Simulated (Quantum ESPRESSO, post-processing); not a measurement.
# 2H-MoS2, 1 layer, rectangular cell: a series in strain along the second axis, part 7 of 7

What law, if any, do the results for 2H-MoS2, 1 layer, rectangular cell follow against strain along the second axis?

Quantum ESPRESSO 7.5; plane-wave DFT, PBE, GBRV ultrasoft pseudopotentials.

So far. Step 7 (Relaxation with pw.x, -3 %): The relaxation lowers the energy by 2 meV an atom. Step 9 (Relaxing the ions, 3 %): The relaxation lowers the energy by 2 meV an atom.

### 11. Relaxing the ions, 4 %

File m8.relax.in:

```
&control
  prefix = 'm8.relax'
  outdir = './out'
  pseudo_dir = './pseudo'
  nstep = 40
  forc_conv_thr = 0.0003
  calculation = 'relax'
  tstress = .true.
/
&system
  ibrav = 0
  nat = 6
  ntyp = 2
  ecutwfc = 50
  ecutrho = 250
  occupations = 'smearing'
  smearing = 'fd'
  degauss = 0.002
/
&electrons
  conv_thr = 1e-09
  mixing_beta = 0.4
  electron_maxstep = 120
  mixing_mode = 'plain'
/
&ions
/
ATOMIC_SPECIES
  S   32.0600  s_pbe_v1.4.uspp.F.UPF
  Mo  95.9500  mo_pbe_v1.uspp.F.UPF
CELL_PARAMETERS angstrom
  3.18307604300000 0.00000000000000 0.00000000000000
  0.00000000000000 5.73381903952000 0.00000000000000
  0.00000000000000 0.00000000000000 18.26259773800000
ATOMIC_POSITIONS crystal
  S   0.999999999900 0.333333776000 0.414454234500
  S   0.500000000000 0.833333714400 0.414454237300
  Mo  0.000000000000 -0.000000854000 0.500000000000
  Mo  0.500000000000 0.499999206700 0.500000000000
  S   0.999999999900 0.333333776000 0.585545765500
  S   0.500000000000 0.833333714400 0.585545762700
K_POINTS automatic
  10 6 1 0 0 0
```

On the command line:

```sh
OMP_NUM_THREADS=1 mpirun -n 4 pw.x -nk 4 -in m8.relax.in > m8.relax.out
```

The log of the run:

```text
[banner, memory and clock lines left out]
Program PWSCF v.7.5 starts
[...]
Message from routine setup:
[...]
number of electrons       =        52.00
     number of Kohn-Sham states=           31
     kinetic-energy cutoff     =      50.0000  Ry
     charge density cutoff     =     250.0000  Ry
[...]
number of k points=    24  Fermi-Dirac smearing, width (Ry)=  0.0020
[...]
Dense  grid:   150089 G-vectors     FFT dimensions: (  32,  60, 180)
[...]
negative rho (up, down):  4.807E-03 0.000E+00
     Starting wfcs are   42 randomized atomic wfcs
[...]
negative rho (up, down):  4.913E-03 0.000E+00
[...]
estimated scf accuracy    <       0.18072542 Ry
[...]
negative rho (up, down):  4.931E-03 0.000E+00
[...]
estimated scf accuracy    <       0.03183227 Ry
[...]
negative rho (up, down):  4.970E-03 0.000E+00
[...]
estimated scf accuracy    <       0.03005775 Ry
[...]
negative rho (up, down):  4.947E-03 0.000E+00
[...]
estimated scf accuracy    <       0.00233058 Ry
[...]
negative rho (up, down):  4.940E-03 0.000E+00
[...]
estimated scf accuracy    <       0.00223364 Ry
[...]
negative rho (up, down):  4.936E-03 0.000E+00
[...]
estimated scf accuracy    <       0.00078055 Ry
[...]
negative rho (up, down):  4.926E-03 0.000E+00
[...]
estimated scf accuracy    <       0.00003461 Ry
[...]
negative rho (up, down):  4.922E-03 0.000E+00
[...]
estimated scf accuracy    <       0.00000398 Ry
[...]
negative rho (up, down):  4.920E-03 0.000E+00
[...]
estimated scf accuracy    <       0.00000081 Ry
[...]
negative rho (up, down):  4.920E-03 0.000E+00
[...]
estimated scf accuracy    <       0.00000009 Ry
[...]
negative rho (up, down):  4.920E-03 0.000E+00
[...]
estimated scf accuracy    <       0.00000002 Ry
[...]
negative rho (up, down):  4.920E-03 0.000E+00
[...]
estimated scf accuracy    <          2.6E-09 Ry
[...]
negative rho (up, down):  4.920E-03 0.000E+00
[...]
estimated scf accuracy    <          1.4E-09 Ry
[...]
negative rho (up, down):  4.920E-03 0.000E+00
[...]
the Fermi energy is     0.1622 ev
!    total energy              =    -375.45646610 Ry
     estimated scf accuracy    <          5.6E-11 Ry
     smearing contrib. (-TS)   =      -0.00000000 Ry
     internal energy E=F+TS    =    -375.45646610 Ry
[...]
one-electron contribution =   -1881.41686397 Ry
     hartree contribution      =     941.91613830 Ry
     xc contribution           =     -72.36509619 Ry
     ewald contribution        =     636.40935576 Ry
     convergence has been achieved in  14 iterations
     negative rho (up, down):  4.920E-03 0.000E+00
[...]
Total force =     0.030026     Total SCF correction =     0.000017
[...]
negative rho (up, down):  4.920E-03 0.000E+00
[...]
negative rho (up, down):  4.934E-03 0.000E+00
[...]
negative rho (up, down):  4.932E-03 0.000E+00
[...]
estimated scf accuracy    <       0.00003968 Ry
[...]
negative rho (up, down):  4.930E-03 0.000E+00
[...]
estimated scf accuracy    <       0.00005745 Ry
[...]
negative rho (up, down):  4.928E-03 0.000E+00
[...]
estimated scf accuracy    <       0.00000272 Ry
[...]
negative rho (up, down):  4.928E-03 0.000E+00
[...]
estimated scf accuracy    <       0.00000163 Ry
[...]
negative rho (up, down):  4.928E-03 0.000E+00
[...]
estimated scf accuracy    <       0.00000049 Ry
[...]
negative rho (up, down):  4.928E-03 0.000E+00
[...]
estimated scf accuracy    <       0.00000015 Ry
[...]
negative rho (up, down):  4.928E-03 0.000E+00
[...]
estimated scf accuracy    <       0.00000003 Ry
[...]
negative rho (up, down):  4.928E-03 0.000E+00
[...]
estimated scf accuracy    <          1.2E-09 Ry
[...]
negative rho (up, down):  4.928E-03 0.000E+00
[...]
the Fermi energy is     0.0531 ev
!    total energy              =    -375.45720273 Ry
     estimated scf accuracy    <          5.7E-10 Ry
     smearing contrib. (-TS)   =      -0.00000000 Ry
     internal energy E=F+TS    =    -375.45720273 Ry
[...]
one-electron contribution =   -1885.08675815 Ry
     hartree contribution      =     943.73970423 Ry
     xc contribution           =     -72.38640842 Ry
     ewald contribution        =     638.27625960 Ry
     convergence has been achieved in   9 iterations
     negative rho (up, down):  4.928E-03 0.000E+00
[...]
Total force =     0.019033     Total SCF correction =     0.000050
[...]
negative rho (up, down):  4.928E-03 0.000E+00
[...]
negative rho (up, down):  4.944E-03 0.000E+00
[...]
negative rho (up, down):  4.942E-03 0.000E+00
[...]
estimated scf accuracy    <       0.00004612 Ry
[...]
negative rho (up, down):  4.940E-03 0.000E+00
[...]
estimated scf accuracy    <       0.00006181 Ry
[...]
negative rho (up, down):  4.937E-03 0.000E+00
[...]
estimated scf accuracy    <       0.00000319 Ry
[...]
negative rho (up, down):  4.937E-03 0.000E+00
[...]
estimated scf accuracy    <       0.00000360 Ry
[...]
negative rho (up, down):  4.937E-03 0.000E+00
[...]
estimated scf accuracy    <       0.00000118 Ry
[...]
negative rho (up, down):  4.937E-03 0.000E+00
[...]
estimated scf accuracy    <       0.00000021 Ry
[...]
negative rho (up, down):  4.937E-03 0.000E+00
[...]
estimated scf accuracy    <       0.00000003 Ry
[...]
negative rho (up, down):  4.937E-03 0.000E+00
[...]
estimated scf accuracy    <          2.3E-09 Ry
[...]
negative rho (up, down):  4.937E-03 0.000E+00
[...]
the Fermi energy is     0.0704 ev
!    total energy              =    -375.45762604 Ry
     estimated scf accuracy    <          5.2E-11 Ry
     smearing contrib. (-TS)   =      -0.00000000 Ry
     internal energy E=F+TS    =    -375.45762604 Ry
[...]
one-electron contribution =   -1889.16143026 Ry
     hartree contribution      =     945.76454755 Ry
     xc contribution           =     -72.41039617 Ry
     ewald contribution        =     640.34965284 Ry
     convergence has been achieved in   9 iterations
     negative rho (up, down):  4.937E-03 0.000E+00
[...]
Total force =     0.007016     Total SCF correction =     0.000008
[...]
negative rho (up, down):  4.937E-03 0.000E+00
[...]
negative rho (up, down):  4.946E-03 0.000E+00
[...]
negative rho (up, down):  4.945E-03 0.000E+00
[...]
estimated scf accuracy    <       0.00001548 Ry
[...]
negative rho (up, down):  4.944E-03 0.000E+00
[...]
estimated scf accuracy    <       0.00002101 Ry
[...]
negative rho (up, down):  4.942E-03 0.000E+00
[...]
estimated scf accuracy    <       0.00000103 Ry
[...]
negative rho (up, down):  4.942E-03 0.000E+00
[...]
estimated scf accuracy    <       0.00000069 Ry
[...]
negative rho (up, down):  4.942E-03 0.000E+00
[...]
estimated scf accuracy    <       0.00000009 Ry
[...]
negative rho (up, down):  4.942E-03 0.000E+00
[...]
estimated scf accuracy    <       0.00000007 Ry
[...]
negative rho (up, down):  4.942E-03 0.000E+00
[...]
estimated scf accuracy    <       0.00000002 Ry
[...]
negative rho (up, down):  4.942E-03 0.000E+00
[...]
estimated scf accuracy    <          3.9E-10 Ry
[...]
negative rho (up, down):  4.942E-03 0.000E+00
[...]
estimated scf accuracy    <          2.3E-10 Ry
[...]
negative rho (up, down):  4.942E-03 0.000E+00
[...]
estimated scf accuracy    <          1.0E-10 Ry
[...]
negative rho (up, down):  4.942E-03 0.000E+00
[...]
the Fermi energy is     0.0799 ev
!    total energy              =    -375.45769161 Ry
     estimated scf accuracy    <          1.0E-11 Ry
     smearing contrib. (-TS)   =      -0.00000000 Ry
     internal energy E=F+TS    =    -375.45769161 Ry
[...]
one-electron contribution =   -1891.58271466 Ry
     hartree contribution      =     946.96755124 Ry
     xc contribution           =     -72.42482258 Ry
     ewald contribution        =     641.58229440 Ry
     convergence has been achieved in  11 iterations
     negative rho (up, down):  4.942E-03 0.000E+00
[...]
Total force =     0.000857     Total SCF correction =     0.000009
[...]
negative rho (up, down):  4.942E-03 0.000E+00
[...]
negative rho (up, down):  4.942E-03 0.000E+00
[...]
negative rho (up, down):  4.942E-03 0.000E+00
[...]
estimated scf accuracy    <       0.00000002 Ry
[...]
negative rho (up, down):  4.942E-03 0.000E+00
[...]
estimated scf accuracy    <          6.0E-09 Ry
[...]
negative rho (up, down):  4.942E-03 0.000E+00
[...]
estimated scf accuracy    <          1.3E-09 Ry
[...]
negative rho (up, down):  4.942E-03 0.000E+00
[...]
estimated scf accuracy    <          2.3E-10 Ry
[...]
negative rho (up, down):  4.942E-03 0.000E+00
[...]
estimated scf accuracy    <          4.7E-11 Ry
[...]
negative rho (up, down):  4.942E-03 0.000E+00
[...]
estimated scf accuracy    <          7.6E-11 Ry
[...]
negative rho (up, down):  4.942E-03 0.000E+00
[...]
the Fermi energy is     0.0800 ev
!    total energy              =    -375.45769213 Ry
     estimated scf accuracy    <          5.3E-12 Ry
     smearing contrib. (-TS)   =      -0.00000000 Ry
     internal energy E=F+TS    =    -375.45769213 Ry
[...]
one-electron contribution =   -1891.59169248 Ry
     hartree contribution      =     946.97197563 Ry
     xc contribution           =     -72.42490560 Ry
     ewald contribution        =     641.58693032 Ry
     convergence has been achieved in   7 iterations
     negative rho (up, down):  4.942E-03 0.000E+00
[...]
Total force =     0.000382     Total SCF correction =     0.000005
[...]
negative rho (up, down):  4.942E-03 0.000E+00
[...]
```

Wall time 5.7 min (4 MPI ranks of Arm Neoverse V1, shared host); peak memory 1.2 GiB.

Relaxation path:

```tsv
step	energy less that of the first step (eV)	largest force (eV/Å)
1	0.0000	0.3690
2	-0.0100	0.2374
3	-0.0158	0.0896
4	-0.0167	0.0126
5	-0.0167	0.0056
```

The atoms that moved most (Å):

```tsv
atom	dx	dy	dz	length
S5	0.000	-0.004	-0.021	0.021
S1	0.000	-0.004	0.021	0.021
S2	0.000	-0.004	0.021	0.021
S6	0.000	-0.004	-0.021	0.021
Mo3	0.000	0.007	0.000	0.007
Mo4	0.000	0.007	0.000	0.007
```

The relaxed structure:

```xyz
6
Lattice="3.1831 0.0000 0.0000 0.0000 5.7338 0.0000 0.0000 0.0000 18.2626" Properties=species:S:1:pos:R:3
S     3.1831    1.9077    7.5895
S     1.5915    4.7746    7.5895
Mo    0.0000    0.0072    9.1313
Mo    1.5915    2.8741    9.1313
S     3.1831    1.9077   10.6731
S     1.5915    4.7746   10.6731
```

The relaxation lowers the energy by 3 meV an atom.

This step gave:

```
free energy  : -5108.3621 eV
Fermi energy : 0.08 eV
```

### 12. SCF with pw.x, 4 %

File m8.scf.in:

```
&control
  prefix = 'm8.scf'
  outdir = './out'
  pseudo_dir = './pseudo'
  calculation = 'scf'
  tprnfor = .true.
/
&system
  ibrav = 0
  nat = 6
  ntyp = 2
  ecutwfc = 40
  ecutrho = 200
  occupations = 'smearing'
  smearing = 'fd'
  degauss = 0.002
  nbnd = 30
/
&electrons
  conv_thr = 1e-09
  mixing_beta = 0.4
  electron_maxstep = 120
  mixing_mode = 'plain'
/
ATOMIC_SPECIES
  S   32.0600  s_pbe_v1.4.uspp.F.UPF
  Mo  95.9500  mo_pbe_v1.uspp.F.UPF
CELL_PARAMETERS angstrom
  3.18307604300000 0.00000000000000 0.00000000000000
  0.00000000000000 5.73381903952000 0.00000000000000
  0.00000000000000 0.00000000000000 18.26259773800000
ATOMIC_POSITIONS crystal
  S   0.999999999900 0.332706606500 0.415578439200
  S   0.500000000000 0.832706760400 0.415578421400
  Mo  0.000000000000 0.001253300900 0.500000000000
  Mo  0.500000000000 0.501253298800 0.500000000000
  S   0.999999999900 0.332706606500 0.584421560800
  S   0.500000000000 0.832706760400 0.584421578600
K_POINTS automatic
  10 6 1 0 0 0
```

On the command line:

```sh
OMP_NUM_THREADS=1 mpirun -n 4 pw.x -nk 4 -in m8.scf.in > m8.scf.out
```

The log of the run:

```text
[banner, memory and clock lines left out]
Program PWSCF v.7.5 starts
[...]
Message from routine setup:
[...]
number of electrons       =        52.00
     number of Kohn-Sham states=           30
     kinetic-energy cutoff     =      40.0000  Ry
     charge density cutoff     =     200.0000  Ry
[...]
number of k points=    24  Fermi-Dirac smearing, width (Ry)=  0.0020
[...]
Dense  grid:   107549 G-vectors     FFT dimensions: (  27,  50, 160)
[...]
negative rho (up, down):  5.073E-03 0.000E+00
     Starting wfcs are   42 randomized atomic wfcs
[...]
negative rho (up, down):  5.161E-03 0.000E+00
[...]
estimated scf accuracy    <       0.18173560 Ry
[...]
negative rho (up, down):  5.177E-03 0.000E+00
[...]
estimated scf accuracy    <       0.02926574 Ry
[...]
negative rho (up, down):  5.205E-03 0.000E+00
[...]
estimated scf accuracy    <       0.02291727 Ry
[...]
negative rho (up, down):  5.181E-03 0.000E+00
[...]
estimated scf accuracy    <       0.00227767 Ry
[...]
negative rho (up, down):  5.176E-03 0.000E+00
[...]
estimated scf accuracy    <       0.00155776 Ry
[...]
negative rho (up, down):  5.174E-03 0.000E+00
[...]
estimated scf accuracy    <       0.00020790 Ry
[...]
negative rho (up, down):  5.163E-03 0.000E+00
[...]
estimated scf accuracy    <       0.00005567 Ry
[...]
negative rho (up, down):  5.159E-03 0.000E+00
[...]
estimated scf accuracy    <       0.00000548 Ry
[...]
negative rho (up, down):  5.156E-03 0.000E+00
[...]
estimated scf accuracy    <       0.00000124 Ry
[...]
negative rho (up, down):  5.155E-03 0.000E+00
[...]
estimated scf accuracy    <       0.00000031 Ry
[...]
negative rho (up, down):  5.155E-03 0.000E+00
[...]
estimated scf accuracy    <          6.3E-09 Ry
[...]
negative rho (up, down):  5.155E-03 0.000E+00
[...]
estimated scf accuracy    <          4.1E-09 Ry
[...]
negative rho (up, down):  5.155E-03 0.000E+00
[...]
the Fermi energy is     0.0535 ev
!    total energy              =    -375.45579863 Ry
     estimated scf accuracy    <          2.8E-10 Ry
     smearing contrib. (-TS)   =      -0.00000000 Ry
     internal energy E=F+TS    =    -375.45579863 Ry
[...]
one-electron contribution =   -1891.59003322 Ry
     hartree contribution      =     946.97241377 Ry
     xc contribution           =     -72.42510951 Ry
     ewald contribution        =     641.58693033 Ry
     convergence has been achieved in  13 iterations
     negative rho (up, down):  5.155E-03 0.000E+00
[...]
Total force =     0.000283     Total SCF correction =     0.000038
[...]
```

It took 55 s on 4 MPI ranks; peak memory 0.82 GiB.

This step gave:

| Property | Result |
| --- | --- |
| free energy | -5108.3364 eV |
| Fermi energy | 0.0535 eV |
| valence top, on the run's zero | -0.5538 eV |
| conduction bottom, on the run's zero | 0.6742 eV |
| gap by band count | 1.228 eV |

### 13. The series side by side

The series in one table, energies over the lowest:

```tsv
strain along the second axis	energy (eV)	gap along the path (eV)	upper vacuum level over the valence top of the mesh (eV)	lower vacuum level over that top (eV)
-4 %	0.1273	1.828	5.881	5.881
-3 %	0.0702	1.852	5.909	5.909
-2 %	0.0307	1.794	5.936	5.936
-1 %	0.0077	1.737	5.962	5.962
0 %	0.0000	1.663	5.942	5.943
1 %	0.0069	1.546	5.906	5.906
2 %	0.0273	1.432	5.871	5.871
3 %	0.0607	1.323	5.839	5.839
4 %	0.1058	1.219	5.81	5.81
```

### 14. By hand

A parabola through the energies within ±2 % has E = 72.51 eV × ε² -0.076 eV × ε; for the curvature, over A = 17.549 Å² this is 72.51 × 2/17.549 × 16.02 = 132 N/m.

### 15. Outcome

```yaml
in_plane_stiffness_along_the_strain: 132 N/m
gap_along_the_path_at_minus_4_and_at_4: 1.83, 1.22 eV
upper_vacuum_level_over_the_valence_top_of_the_mesh_at_minus_4_and_at_4: 5.88, 5.81 eV
lower_vacuum_level_over_that_top_at_minus_4_and_at_4: 5.88, 5.81 eV
```

**Reading.** The series holds 9 members; in-plane stiffness along the strain: 132 N/m (PBE, GBRV ultrasoft). The energy is lowest near zero strain. From -4 % to 4 % the gap along the path goes from 1.83 to 1.22 eV by way of 1.85 at -3 %. From -4 % to 4 % the upper vacuum level over the valence top of the mesh goes from 5.88 to 5.81 eV by way of 5.96 at -1 %. From -4 % to 4 % the lower vacuum level over that top goes from 5.88 to 5.81 eV by way of 5.96 at -1 %. Semilocal gaps are too small; the 1×1 cell can't ripple over many cells under compression as a free sheet would. No spin-orbit coupling.

[Logs are printed without paths, hosts, clocks, repeated set-up lines and the standing remarks that a program may print on its own settings, such as how far it seeks lower states.]

[Hosts, paths, dates, database ids (printed as entryN), source tags and the programs' standing remarks are cut or masked in the printed files.]

[Maps of the electrostatic potential energy from Ansatz leave out the sawtooth potential of an applied field or a dipole correction, so their vacuum need not be flat; planar profiles and work functions include it.]
